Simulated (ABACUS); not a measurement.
## GaAs under changes of volume

One of the cells (22.590 Å³/atom); the others are scaled copies at fixed shape and fractional positions:

```
As Ga
1.0
     0.00000    2.82685    2.82685
     2.82685    0.00000    2.82685
     2.82685    2.82685    0.00000
As Ga
1 1
Direct
  0.75000 0.75000 0.75000
  0.00000 0.00000 0.00000
```

| Property | Result |
| --- | --- |
| Program | ABACUS 3.10.1 |
| Functional | PBE |
| Potentials or basis | PseudoDojo NC SR 0.4.1 PBE standard |
| Cutoff | 1361 eV |
| Density cutoff | 5442 eV |
| Basis | DZP LCAO (the cutoffs set its grid) |
| k mesh | 8 × 8 × 8 |
| Occupations | fermi-dirac, width 0.05 eV |
| Spin | no spin polarisation |

```tsv
volume (Å³/atom)	energy over the lowest point (meV/atom)	pressure (GPa)	gap on the mesh (eV)
21.234	?	?	?
21.686	56.02	8.3	1.02
22.138	35.43	6.3	0.85
22.590	20.10	4.6	0.68
23.041	9.34	3.0	0.53
23.493	2.81	1.6	0.37
23.945	0.00	0.4	0.23
```

**Question.** What does the run at 21.234 Å³/atom give?

**Answer.** Energy over the lowest point 82.34 meV/atom; pressure 10.4 GPa; gap on the mesh 1.20 eV.

Worked out: A Birch-Murnaghan fit of order 3 (a polynomial in V^(-2/3)) to the other rows has its minimum at 24.09 Å³/atom, just outside them, with B0 = V·E''(V) = 62 GPa and B' = 4.7. It gives 82.37 meV/atom at 21.234 Å³/atom, against the run's 82.34, and -dE/dV = 10.4 GPa, against 10.4. A straight line through the other rows of the gap, of slope -7.99 eV per unit of ln V (its deformation potential), extrapolates to 1.18 eV, against the run's 1.20.

Energies are extrapolated to zero smearing.

Caveats: the atomic orbitals were generated for these runs and aren't a published set; the basis of atomic orbitals isn't converged, which shifts pressures, moduli and gaps.

A mesh can miss the band edges. Spin-orbit coupling on As, Ga is left out.
